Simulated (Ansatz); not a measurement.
The system is SnTe.

```
Te Sn
1.0
     0.00000    3.15085    3.15085
     3.15085    0.00000    3.15085
     3.15085    3.15085    0.00000
Te Sn
1 1
Direct
  0.50000 0.50000 0.50000
  0.00000 0.00000 0.00000
```

Base run:

| Property | Result |
| --- | --- |
| Program | Ansatz 0.2.0 |
| Functional | PBEsol |
| Potentials or basis | all-electron PAW datasets made for the crystal |
| Cutoff | 240 eV (chosen from the basis error) |
| k mesh | 6 × 6 × 6 |
| Occupations | fermi-dirac, width 0.05 eV |
| Spin | no spin polarisation |

Its results: band gap on the k mesh 0.14 eV, direct; pressure -0.3 GPa.

**Question.** The run is repeated on the same cell with these changes: functional from PBEsol to HSE06; cutoff from 240 eV (chosen from the basis error) to 270 eV (chosen from the basis error). What comes out?

**Answer.** Band gap on the k mesh 0.11 eV, direct; pressure 1.3 GPa.

Caveats: spin-orbit coupling is left out, which moves the levels of the heavy elements.

A k mesh can miss the band edges.

The runs don't all hold the same shells in valence.
